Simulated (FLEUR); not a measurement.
## InP under changes of volume

One of the cells (25.167 Å³/atom); the others are scaled copies at fixed shape and fractional positions:

```
In P
1.0
     0.00000    2.93050    2.93050
     2.93050    0.00000    2.93050
     2.93050    2.93050    0.00000
In P
1 1
Direct
  0.00000 0.00000 0.00000
  0.75000 0.75000 0.75000
```

- Program: FLEUR MaX-R8.1 (later development tree)
- Functional: PBEsol
- Potentials or basis: all-electron
- Basis: FLAPW
- Kmax: 5 1/bohr
- k mesh: 8 × 8 × 8
- Occupations: fermi-dirac, width 0.05 eV
- Spin: no spin polarisation

```csv
volume (Å³/atom),energy over the lowest point (meV/atom),gap on the mesh (eV)
23.657,?,?
24.160,13.29,0.83
25.167,0.00,0.61
26.173,4.29,0.40
26.677,11.91,0.30
```

What does the run at 23.657 Å³/atom give?

Energy over the lowest point 27.86 meV/atom; gap on the mesh 0.94 eV.

Worked out: A Birch-Murnaghan fit of order 2 (a polynomial in V^(-2/3)) to the other rows has its minimum at 25.40 Å³/atom with B0 = V·E''(V) = 67 GPa. It gives 27.64 meV/atom at 23.657 Å³/atom, against the run's 27.86. A straight line through the other rows of the gap, of slope -5.35 eV per unit of ln V (its deformation potential), extrapolates to 0.94 eV, against the run's 0.94.

Energies are extrapolated to zero smearing.

Caveats: spin-orbit coupling is left out, which moves the levels of the heavy elements.
